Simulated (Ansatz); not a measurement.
# Residual resistivity of an alloy: Re(0001) with 2 layers of random Re-Os, 2x2

How strongly does chemical disorder scatter in Re(0001) with 2 layers of random Re-Os, 2x2?

Program: Ansatz 0.2.0. Level of theory: Ansatz plane-wave DFT, PBE, PAW files; ballistic transport by layer matching (Landauer), zero bias; PAW set soft_1. Results are calculated unless marked as measured.

## 1. Starting point

The cell holds 48 atoms: 46 Re and 2 Os. Cell: a = 5.522 Å, b = 5.522 Å, c = 26.749 Å, α = 90.0°, β = 90.0°, γ = 120.0°. It derives from Re. Regions: lead, 40 atoms (40 Re); scattering region, 8 atoms (6 Re and 2 Os). The structure is stacked along c, and the current runs across the ab planes.

## 2. With 2 alloy layers

In 2 layers a share of 0.25 of the sites is given to Os at random. The layers about the cell's end stay perfect and serve as the lead. Energies from -0.05 to 0.05 eV in steps of 0.05 eV are too few for the program's thermal sum, so it prints no conductance; for a metal the transmission near the Fermi level serves, at a fraction of the cost.

File input.yaml:

```yaml
crystal:
  lattice:
    - [5.5216, 0.0, 0.0]
    - [-2.7608, 4.7818458695, 0.0]
    - [0.0, 0.0, 26.7492]
  atoms:
    - { symbol: Re, position: [0.1666666667, 0.3333333333, 0.0416666667] }
    - { symbol: Re, position: [0.1666666667, 0.8333333333, 0.0416666667] }
    - { symbol: Re, position: [0.6666666667, 0.3333333333, 0.0416666667] }
    - { symbol: Re, position: [0.6666666667, 0.8333333333, 0.0416666667] }
    - { symbol: Re, position: [0.3333333333, 0.1666666667, 0.125] }
    - { symbol: Re, position: [0.3333333333, 0.6666666667, 0.125] }
    - { symbol: Re, position: [0.8333333333, 0.1666666667, 0.125] }
    - { symbol: Re, position: [0.8333333333, 0.6666666667, 0.125] }
    - { symbol: Re, position: [0.1666666667, 0.3333333333, 0.2083333333] }
    - { symbol: Re, position: [0.1666666667, 0.8333333333, 0.2083333333] }
    - { symbol: Re, position: [0.6666666667, 0.3333333333, 0.2083333333] }
    - { symbol: Re, position: [0.6666666667, 0.8333333333, 0.2083333333] }
    - { symbol: Re, position: [0.3333333333, 0.1666666667, 0.2916666667] }
    - { symbol: Re, position: [0.3333333333, 0.6666666667, 0.2916666667] }
    - { symbol: Re, position: [0.8333333333, 0.1666666667, 0.2916666667] }
    - { symbol: Re, position: [0.8333333333, 0.6666666667, 0.2916666667] }
    - { symbol: Re, position: [0.1666666667, 0.3333333333, 0.375] }
    - { symbol: Re, position: [0.1666666667, 0.8333333333, 0.375] }
    - { symbol: Re, position: [0.6666666667, 0.3333333333, 0.375] }
    - { symbol: Re, position: [0.6666666667, 0.8333333333, 0.375] }
    - { symbol: Re, position: [0.3333333333, 0.1666666667, 0.4583333333] }
    - { symbol: Re, position: [0.3333333333, 0.6666666667, 0.4583333333] }
    - { symbol: Re, position: [0.8333333333, 0.1666666667, 0.4583333333] }
    - { symbol: Re, position: [0.8333333333, 0.6666666667, 0.4583333333] }
    - { symbol: Re, position: [0.1666666667, 0.3333333333, 0.5416666667] }
    - { symbol: Re, position: [0.1666666667, 0.8333333333, 0.5416666667] }
    - { symbol: Os, position: [0.6666666667, 0.3333333333, 0.5416666667] }
    - { symbol: Os, position: [0.6666666667, 0.8333333333, 0.5416666667] }
    - { symbol: Re, position: [0.3333333333, 0.1666666667, 0.625] }
    - { symbol: Re, position: [0.3333333333, 0.6666666667, 0.625] }
    - { symbol: Re, position: [0.8333333333, 0.1666666667, 0.625] }
    - { symbol: Re, position: [0.8333333333, 0.6666666667, 0.625] }
    - { symbol: Re, position: [0.1666666667, 0.3333333333, 0.7083333333] }
    - { symbol: Re, position: [0.1666666667, 0.8333333333, 0.7083333333] }
    - { symbol: Re, position: [0.6666666667, 0.3333333333, 0.7083333333] }
    - { symbol: Re, position: [0.6666666667, 0.8333333333, 0.7083333333] }
    - { symbol: Re, position: [0.3333333333, 0.1666666667, 0.7916666667] }
    - { symbol: Re, position: [0.3333333333, 0.6666666667, 0.7916666667] }
    - { symbol: Re, position: [0.8333333333, 0.1666666667, 0.7916666667] }
    - { symbol: Re, position: [0.8333333333, 0.6666666667, 0.7916666667] }
    - { symbol: Re, position: [0.1666666667, 0.3333333333, 0.875] }
    - { symbol: Re, position: [0.1666666667, 0.8333333333, 0.875] }
    - { symbol: Re, position: [0.6666666667, 0.3333333333, 0.875] }
    - { symbol: Re, position: [0.6666666667, 0.8333333333, 0.875] }
    - { symbol: Re, position: [0.3333333333, 0.1666666667, 0.9583333333] }
    - { symbol: Re, position: [0.3333333333, 0.6666666667, 0.9583333333] }
    - { symbol: Re, position: [0.8333333333, 0.1666666667, 0.9583333333] }
    - { symbol: Re, position: [0.8333333333, 0.6666666667, 0.9583333333] }
kpoints:
  mp_grid: { grid: [5, 5, 1] }
hamiltonian:
  xc: pbe
  pseudopotentials: { kind: paw, azcp: { folder: soft_1 } }
scf:
  occupations: { method: fermi_dirac, width: 0.1 }
output:
  transmission:
    leads: [[0, 8]]
    kmesh: [10, 10]
    e_range: [-0.05, 0.05]
    de: 0.05
  write_potential: true
  write_density: true
  volumetric_format: npy
```

Run with:

```sh
$ ansatz run input.yaml --threads 4 --pin off --max-ram 15360MiB --backend cpu --events-out ev --progress --plain --runs-dir out
```

Numbers of over 12 decimals in the logs are rounded to 6 here.

Output:

```text
Engine: ansatz 0.2.0, aarch64-unknown-linux-gnu
Pseudopotentials: kind: paw
Pseudopotential: Re, paw, valence charge 15, recommended cutoff 420 eV (normal), soft_1/Re.paw.azcp
Pseudopotential: Os, paw, valence charge 16, recommended cutoff 420 eV (normal), soft_1/Os.paw.azcp
Functional definition: PBE
  parameter kappa = 0.804
  parameter beta = 0.066725
  exchange = pbe_x(kappa = kappa, mu = beta*pi^2/3)
  correlation = pbe_c(beta = beta)
Crystal: 48 atoms, lattice volume = 706.271 Å³
Basis set: ecut = 420 eV, 13787 PW (Γ)
Bands: 434, of which v1, the nominal top of the filled ones, is band 361 counted from 1 (360 counted from 0)
Symmetry: 8 space group operations
Space group: Pmm2 (ITA 25), of the structure as read, at distance tolerance 8.9e-5 Å
k-points: 9 of 25 (time reversal used)
Non-local potential: Re, projectors of the file, l = 0: 3, l = 1: 2, l = 2: 2, l = 3: 1
Non-local potential: Os, projectors of the file, l = 0: 3, l = 1: 2, l = 2: 2, l = 3: 1
PAW form: soft (Blöchl's): semilocal exchange-correlation on the pseudo side does not see the compensation charge
PAW one-centre angular grid: Re, 590 points (default); XC on 64 Gauss nodes
PAW one-centre angular grid: Os, 590 points (default); XC on 64 Gauss nodes
Initial density: superposition of atomic densities (chi_scale 0.1, normalization cell, long waves of neutral atoms (reshape's long-wave potential 3.01 eV rms, cloud 2.95 Å wide))
Initial wavefunctions: pseudopotential atomic-orbital guess
Functional: x = pbe(κ = 0.804, μ = 0.219515), c = pbe(β = 0.066725)
SCF iter   1: F=—  HF=-522774.764589 eV  |F-HF|=—  |Δ(HF+E_count)|=         —  Δρ=7.63e-2  dr2=2.42e2  ethr=3.10e-3  ⟨swp⟩=5.0  Hψ=11887  notcnv=0
preconditioner: auto → Kerker (q_TF=auto, 2.738 Å⁻¹)  [metal: Δε(μ)=0.002 eV  Ē_g=5.721 eV  σ=0.100 eV  W_gap=0.00  n_scr=268 (ndim 8)  ℏωp=25.7 eV  f_vac=0.000  D(μ)=40.41/eV (n_scr^D=380)]
SCF iter   2: F=—  HF=-522764.722938 eV  |F-HF|=—  |Δ(HF+E_count)|=    1.00e1  Δρ=4.25e-2  dr2=7.80e1  ethr=3.10e-3  ⟨swp⟩=2.8  Hψ=7344  notcnv=0  defer=178
SCF iter   3: F=—  HF=-522760.508564 eV  |F-HF|=—  |Δ(HF+E_count)|=    4.21e0  Δρ=5.53e-3  dr2=1.94e0  ethr=3.10e-3  ⟨swp⟩=3.1  Hψ=8251  notcnv=0  defer=199
SCF iter   4: F=—  HF=-522760.448428 eV  |F-HF|=—  |Δ(HF+E_count)|=   6.01e-2  Δρ=1.06e-3  dr2=1.23e-1  ethr=2.69e-4  ⟨swp⟩=2.1  Hψ=6504  notcnv=0  defer=201
SCF iter   5: F=—  HF=-522760.447136 eV  |F-HF|=—  |Δ(HF+E_count)|=   1.29e-3  Δρ=5.20e-4  dr2=2.90e-2  ethr=1.70e-5  ⟨swp⟩=1.2  Hψ=3706  notcnv=0  defer=201
SCF iter   6: F=—  HF=-522760.446235 eV  |F-HF|=—  |Δ(HF+E_count)|=   9.01e-4  Δρ=1.35e-4  dr2=2.02e-3  ethr=4.01e-6  ⟨swp⟩=1.0  Hψ=3704  notcnv=0  defer=201
SCF iter   7: F=—  HF=-522760.446170 eV  |F-HF|=—  |Δ(HF+E_count)|=   6.59e-5  Δρ=1.81e-5  dr2=2.60e-5  ethr=2.80e-7  ⟨swp⟩=1.7  Hψ=3780  notcnv=0  defer=201
SCF iter   8: F=—  HF=-522760.447751 eV  |F-HF|=—  |Δ(HF+E_count)|=   1.58e-3  Δρ=3.85e-6  dr2=2.85e-7  ethr=3.59e-9  ⟨swp⟩=2.0  Hψ=5213  notcnv=0  defer=201
SCF iter   9: F=-522760.447751 eV  HF=-522760.447751 eV  |F-HF|=5.91e-8  |Δ(HF+E_count)|=   1.64e-8  Δρ=1.24e-6  dr2=6.20e-8  ethr=1.39e-11  ⟨swp⟩=9.6  Hψ=10559  notcnv=0
SCF 1 converged in 9 iterations: F = -522760.447751 eV  dr2 = 6.20e-8
  greatest PAW one-centre occupation: 1.000 electrons in one spin orbital (limit 2), on the Os atom at site 27 (counted from 0), in its partial waves of l = 0
transmission: 158 of 1550 steps passed
transmission: 311 of 1550 steps passed
[...]
transmission: 1550 of 1550 steps passed
SCF converged after 9 iterations
Free energy (F): -522760.447751 eV
Harris-Foulkes:  -522760.447751 eV  (|F-HF|=5.91e-8)
Internal energy: -522759.119116 eV  (E = F + TS)
E sigma→0 (E₀):  -522759.783433 eV
Entropy (-TS):   -1.328635 eV (-27.680 meV/atom)
Fermi energy:    24.064938 eV
--- Per-component energies (eV) ---
  E_band       = -3430.550008
  E_kinetic    = 25051.660800
  E_local      = -37490.912158  (includes V_loc(G=0)·N_el)
  E_nonlocal   = 4078.032720
  E_hartree    = 13124.203703
  E_xc         = -16876.373518
  E_vxc        = -13846.055379  (∫ρ·V_xc dr)
  E_paw        = -418506.205760  (= ΣΔE_a)
  E_vpaw       = -7471.683496  (= ΣTr[D̂ρ^β])
  E_aug_tail   = 0.003223  (compensation charges beyond the density's cutoff)
  E_ewald      = -92139.528126
  E_smearing   = -1.328635  (= −TS)
  E_closure    = 0.000000  (closes the sum)
  Σ components = -522760.447751   (vs F -522760.447751, Δ=0.00e0)
--- Band table (eV; the first three rows and the last of 9) ---
  k-point 0: bands = [... 357 lower, 24.4297, 24.5872, 24.6073, 24.6340, 24.6745, 24.6763, 24.9015, 24.9107, ... 69 higher]
  k-point 1: bands = [... 357 lower, 24.1298, 24.1669, 24.3000, 24.3014, 24.3058, 24.3058, 24.3543, 24.3980, ... 69 higher]
  k-point 2: bands = [... 357 lower, 23.6257, 23.7616, 23.8457, 23.8962, 23.9442, 23.9647, 23.9660, 23.9749, ... 69 higher]
  k-point 8: bands = [... 357 lower, 23.8623, 23.8637, 23.8696, 23.9209, 23.9223, 24.0370, 24.0437, 24.1808, ... 69 higher]
--- Transmission ---
  basis      : 235 plane waves across, 50 finite elements along
  points     : 31, standing for a mesh of 10 x 10
  energies   : 3 from -0.050000 to 0.050000 eV about the Fermi level, 0.050000 eV apart; the leads are filled to 0.000000 eV, and channels, transmission and decay are at 0.000000 eV
  crystal 0  : Re8, at the sites [0, 8], period 4.4582 Å, over 24.52 Å; its Hamiltonian steps by up to 3.2 meV
    offset         : up to 0.0000 Å between an atom of the period and one for which it stands
    channels       : 5.380000e0 a spin
    conductance    : none, the energies end too early or step too widely for 300 K: set another output.transmission.e_range or a lower de, or, where they end at an eighth of basis.ecutwfc, a higher one
  junction   : crystal 0 to crystal 0, 1.53 to 23.82 Å
    transmission   : 4.819009e0 a spin
    conductance    : none, the energies end too early or step too widely for 300 K: set another output.transmission.e_range or a lower de, or, where they end at an eighth of basis.ecutwfc, a higher one
```

Wall time 8 min (4 threads of Arm Neoverse V1, shared host); peak memory 6 GiB; 29 min of CPU time.

The column dr2 measures how far the density is from self-consistency, as an energy; F and HF (Harris–Foulkes) agree once it is small.

Numbers from this step:

```
free energy                                    : -522760.4478 eV
energy at zero smearing                        : -522759.7834 eV
Fermi energy                                   : 24.06 eV
cell area                                      : 26.40 Å²
transmission per spin nearest the Fermi level  : 4.819
open channels per spin nearest the Fermi level : 5.38
step of the lead's potential                   : 3.2 meV
```

Per spin. The transmission, zone mean by energy, zero at the Fermi level:

```csv
energy (eV),"transmission, zone mean"
-0.0500,4.82
0.0000,4.82
0.0500,4.52
```

Per spin. Open channels, zone mean, lead against energy, zero at the Fermi level:

```csv
energy (eV),"open channels, zone mean, lead"
-0.0500,5.32
0.0000,5.38
0.0500,5.08
```

Transmission over k1 and k2. At 0.0000 eV from the Fermi level.

Ten even steps from '0' (2.84) to '9' (9.87):
```
1310131111
1111111100
1017971010
0119999110
0317999713
0011999911
1010179710
1001111111
1111131013
1111111111
```
Columns: k1 (b1) from -0.5 to 0.4; rows upwards: k2 (b2) from -0.5 to 0.4.

Open channels over k1 and k2. At 0.0000 eV from the Fermi level.

Ten even steps from '0' (3.0) to '9' (11.0):
```
1310131111
2111111211
2018881021
1118998111
1318989813
1111899811
2120188810
2112111111
1111131013
1122111221
```
Columns: k1 (b1) from -0.5 to 0.4; rows upwards: k2 (b2) from -0.5 to 0.4.

Over the solved energies the transmission per spin lies between 4.52 and 4.82, out of 5.26 channels of the lead on average (up to 5.38).

## 3. With 6 alloy layers

In 6 layers a share of 0.25 of the sites is given to Os at random. A fresh draw is used; the growth of the resistance with length is what counts.

System of this step: Re(0001) with 6 layers of random Re-Os, 2x2. The cell holds 64 atoms: 58 Re and 6 Os. Its edges and angles: a = 5.522 Å, b = 5.522 Å, c = 35.666 Å, α = 90.0°, β = 90.0°, γ = 120.0°. It derives from Re. Regions: lead, 40 atoms (40 Re); scattering region, 24 atoms (18 Re and 6 Os). The structure is stacked along c, and the current runs across the ab planes.

File input.yaml:

```yaml
crystal:
  lattice:
    - [5.5216, 0.0, 0.0]
    - [-2.7608, 4.7818458695, 0.0]
    - [0.0, 0.0, 35.6656]
  atoms:
    - { symbol: Re, position: [0.1666666667, 0.3333333333, 0.03125] }
    - { symbol: Re, position: [0.1666666667, 0.8333333333, 0.03125] }
    - { symbol: Re, position: [0.6666666667, 0.3333333333, 0.03125] }
    - { symbol: Re, position: [0.6666666667, 0.8333333333, 0.03125] }
    - { symbol: Re, position: [0.3333333333, 0.1666666667, 0.09375] }
    - { symbol: Re, position: [0.3333333333, 0.6666666667, 0.09375] }
    - { symbol: Re, position: [0.8333333333, 0.1666666667, 0.09375] }
    - { symbol: Re, position: [0.8333333333, 0.6666666667, 0.09375] }
    - { symbol: Re, position: [0.1666666667, 0.3333333333, 0.15625] }
    - { symbol: Re, position: [0.1666666667, 0.8333333333, 0.15625] }
    - { symbol: Re, position: [0.6666666667, 0.3333333333, 0.15625] }
    - { symbol: Re, position: [0.6666666667, 0.8333333333, 0.15625] }
    - { symbol: Re, position: [0.3333333333, 0.1666666667, 0.21875] }
    - { symbol: Re, position: [0.3333333333, 0.6666666667, 0.21875] }
    - { symbol: Re, position: [0.8333333333, 0.1666666667, 0.21875] }
    - { symbol: Re, position: [0.8333333333, 0.6666666667, 0.21875] }
    - { symbol: Re, position: [0.1666666667, 0.3333333333, 0.28125] }
    - { symbol: Re, position: [0.1666666667, 0.8333333333, 0.28125] }
    - { symbol: Re, position: [0.6666666667, 0.3333333333, 0.28125] }
    - { symbol: Re, position: [0.6666666667, 0.8333333333, 0.28125] }
    - { symbol: Re, position: [0.3333333333, 0.1666666667, 0.34375] }
    - { symbol: Os, position: [0.3333333333, 0.6666666667, 0.34375] }
    - { symbol: Re, position: [0.8333333333, 0.1666666667, 0.34375] }
    - { symbol: Re, position: [0.8333333333, 0.6666666667, 0.34375] }
    - { symbol: Re, position: [0.1666666667, 0.3333333333, 0.40625] }
    - { symbol: Re, position: [0.1666666667, 0.8333333333, 0.40625] }
    - { symbol: Re, position: [0.6666666667, 0.3333333333, 0.40625] }
    - { symbol: Re, position: [0.6666666667, 0.8333333333, 0.40625] }
    - { symbol: Os, position: [0.3333333333, 0.1666666667, 0.46875] }
    - { symbol: Re, position: [0.3333333333, 0.6666666667, 0.46875] }
    - { symbol: Re, position: [0.8333333333, 0.1666666667, 0.46875] }
    - { symbol: Re, position: [0.8333333333, 0.6666666667, 0.46875] }
    - { symbol: Os, position: [0.1666666667, 0.3333333333, 0.53125] }
    - { symbol: Os, position: [0.1666666667, 0.8333333333, 0.53125] }
    - { symbol: Re, position: [0.6666666667, 0.3333333333, 0.53125] }
    - { symbol: Os, position: [0.6666666667, 0.8333333333, 0.53125] }
    - { symbol: Os, position: [0.3333333333, 0.1666666667, 0.59375] }
    - { symbol: Re, position: [0.3333333333, 0.6666666667, 0.59375] }
    - { symbol: Re, position: [0.8333333333, 0.1666666667, 0.59375] }
    - { symbol: Re, position: [0.8333333333, 0.6666666667, 0.59375] }
    - { symbol: Re, position: [0.1666666667, 0.3333333333, 0.65625] }
    - { symbol: Re, position: [0.1666666667, 0.8333333333, 0.65625] }
    - { symbol: Re, position: [0.6666666667, 0.3333333333, 0.65625] }
    - { symbol: Re, position: [0.6666666667, 0.8333333333, 0.65625] }
    - { symbol: Re, position: [0.3333333333, 0.1666666667, 0.71875] }
    - { symbol: Re, position: [0.3333333333, 0.6666666667, 0.71875] }
    - { symbol: Re, position: [0.8333333333, 0.1666666667, 0.71875] }
    - { symbol: Re, position: [0.8333333333, 0.6666666667, 0.71875] }
    - { symbol: Re, position: [0.1666666667, 0.3333333333, 0.78125] }
    - { symbol: Re, position: [0.1666666667, 0.8333333333, 0.78125] }
    - { symbol: Re, position: [0.6666666667, 0.3333333333, 0.78125] }
    - { symbol: Re, position: [0.6666666667, 0.8333333333, 0.78125] }
    - { symbol: Re, position: [0.3333333333, 0.1666666667, 0.84375] }
    - { symbol: Re, position: [0.3333333333, 0.6666666667, 0.84375] }
    - { symbol: Re, position: [0.8333333333, 0.1666666667, 0.84375] }
    - { symbol: Re, position: [0.8333333333, 0.6666666667, 0.84375] }
    - { symbol: Re, position: [0.1666666667, 0.3333333333, 0.90625] }
    - { symbol: Re, position: [0.1666666667, 0.8333333333, 0.90625] }
    - { symbol: Re, position: [0.6666666667, 0.3333333333, 0.90625] }
    - { symbol: Re, position: [0.6666666667, 0.8333333333, 0.90625] }
    - { symbol: Re, position: [0.3333333333, 0.1666666667, 0.96875] }
    - { symbol: Re, position: [0.3333333333, 0.6666666667, 0.96875] }
    - { symbol: Re, position: [0.8333333333, 0.1666666667, 0.96875] }
    - { symbol: Re, position: [0.8333333333, 0.6666666667, 0.96875] }
kpoints:
  mp_grid: { grid: [5, 5, 1] }
hamiltonian:
  xc: pbe
  pseudopotentials: { kind: paw, azcp: { folder: soft_1 } }
scf:
  occupations: { method: fermi_dirac, width: 0.1 }
output:
  transmission:
    leads: [[0, 8]]
    kmesh: [10, 10]
    e_range: [-0.05, 0.05]
    de: 0.05
  write_potential: true
  write_density: true
  volumetric_format: npy
```

Output:

```text
[...]
Crystal: 64 atoms, lattice volume = 941.695 Å³
Basis set: ecut = 420 eV, 18377 PW (Γ)
Bands: 580, of which v1, the nominal top of the filled ones, is band 483 counted from 1 (482 counted from 0)
Symmetry: 2 space group operations
[...]
k-points: 9 of 25 (time reversal used)
[...]
SCF iter   1: F=—  HF=-698762.240043 eV  |F-HF|=—  |Δ(HF+E_count)|=         —  Δρ=8.81e-2  dr2=9.77e2  ethr=3.10e-3  ⟨swp⟩=5.0  Hψ=15718  notcnv=0
[...]
SCF iter  10: F=-698736.581508 eV  HF=-698736.581508 eV  |F-HF|=2.56e-9  |Δ(HF+E_count)|=   1.75e-9  Δρ=2.35e-7  dr2=2.78e-9  ethr=8.85e-12  ⟨swp⟩=1.0  Hψ=11911  notcnv=0
SCF 1 converged in 10 iterations: F = -698736.581508 eV  dr2 = 2.78e-9
[...]
transmission: 203 of 2015 steps passed
transmission: 404 of 2015 steps passed
[...]
transmission: 2015 of 2015 steps passed
SCF converged after 10 iterations
Free energy (F): -698736.581508 eV
[...]
Internal energy: -698734.815513 eV  (E = F + TS)
E sigma→0 (E₀):  -698735.698510 eV
Entropy (-TS):   -1.765994 eV (-27.594 meV/atom)
Fermi energy:    24.084048 eV
[...]
--- Band table (eV; the first three rows and the last of 9) ---
  k-point 0: bands = [... 479 lower, 24.8702, 24.8810, 24.8933, 24.8967, 24.9004, 24.9016, 24.9606, 24.9689, ... 93 higher]
  k-point 1: bands = [... 479 lower, 24.1498, 24.2032, 24.2316, 24.2386, 24.2700, 24.2967, 24.3206, 24.3271, ... 93 higher]
  k-point 2: bands = [... 479 lower, 23.6872, 23.7765, 23.8748, 23.9115, 23.9234, 23.9357, 23.9477, 23.9627, ... 93 higher]
  k-point 8: bands = [... 479 lower, 23.8537, 23.8838, 23.8912, 23.9734, 23.9963, 24.0191, 24.1194, 24.2269, ... 93 higher]
--- Transmission ---
  basis      : 235 plane waves across, 65 finite elements along
  points     : 31, standing for a mesh of 10 x 10
[...]
channels       : 5.380000e0 a spin
[...]
junction   : crystal 0 to crystal 0, -0.70 to 30.51 Å
    transmission   : 4.315538e0 a spin
[...]
```

Run time: 14 min. Hardware: 4 threads; peak memory 9.3 GiB; 53 min of CPU time.

This step gave:

```yaml
free_energy: -698736.5815 eV
energy_at_zero_smearing: -698735.6985 eV
fermi_energy: 24.08 eV
transmission_per_spin_nearest_the_fermi_level: 4.316
step_of_the_lead_s_potential: 2.5 meV
```

Per spin. The transmission, zone mean by energy, zero at the Fermi level:

```csv
energy (eV),"transmission, zone mean"
-0.0500,4.34
0.0000,4.32
0.0500,4.25
```

Over the solved energies the transmission per spin lies between 4.25 and 4.34, out of 5.28 channels of the lead on average (up to 5.38).

[end of part 1 of 2]

[Logs are printed without paths, hosts, clocks, repeated set-up lines and the standing remarks that a program may print on its own settings, such as how far it seeks lower states.]

[Hosts, paths, dates, database ids (printed as entryN), source tags and the programs' standing remarks are cut or masked in the printed files.]
